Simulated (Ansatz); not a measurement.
The system is ZrN.

```
CELL_PARAMETERS angstrom
0.00000 2.30000 2.30000
2.30000 0.00000 2.30000
2.30000 2.30000 0.00000
ATOMIC_POSITIONS crystal
Zr 0.50000 0.50000 0.50000
N 0.00000 0.00000 0.00000
```

```yaml
Program: Ansatz 0.2.0
Task: relaxation of cell and atoms
Functional: BLYP
Dispersion: D3(BJ)
Potentials_or_basis: all-electron LAPW, scalar-relativistic
Basis_error_allowed: 0.001 eV/atom
k_mesh: 10 × 10 × 10
Occupations: fermi-dirac, width 0.05 eV
Spin: no spin polarisation
```

At the start: volume 12.17 Å³/atom.

Problem. Where does the relaxation end?

Solution. Over 5 steps the energy falls by 5.6 meV/atom and the volume is 11.88 Å³/atom (-2.4 %); space group Fm-3m (No. 225, to 0.05 Å).

The path:
```tsv
step	energy change (eV)	largest force (eV/Å)	volume (Å³)
1	0.0000	0.0000	24.33
2	-0.0065	0.0000	23.39
3	-0.0111	0.0000	23.77
4	-0.0111	0.0000	23.75
5	-0.0111	0.0000	23.75
```

Final structure:
```cif
data_structure
_symmetry_space_group_name_H-M 'P 1'
_symmetry_Int_Tables_number 1
_cell_length_a 3.2265
_cell_length_b 3.2265
_cell_length_c 3.2265
_cell_angle_alpha 60.000
_cell_angle_beta 60.000
_cell_angle_gamma 60.000
_cell_volume 23.75
loop_
_atom_site_label
_atom_site_type_symbol
_atom_site_fract_x
_atom_site_fract_y
_atom_site_fract_z
_atom_site_occupancy
Zr1 Zr 0.50000 0.50000 0.50000 1
N1 N 0.00000 0.00000 0.00000 1
```
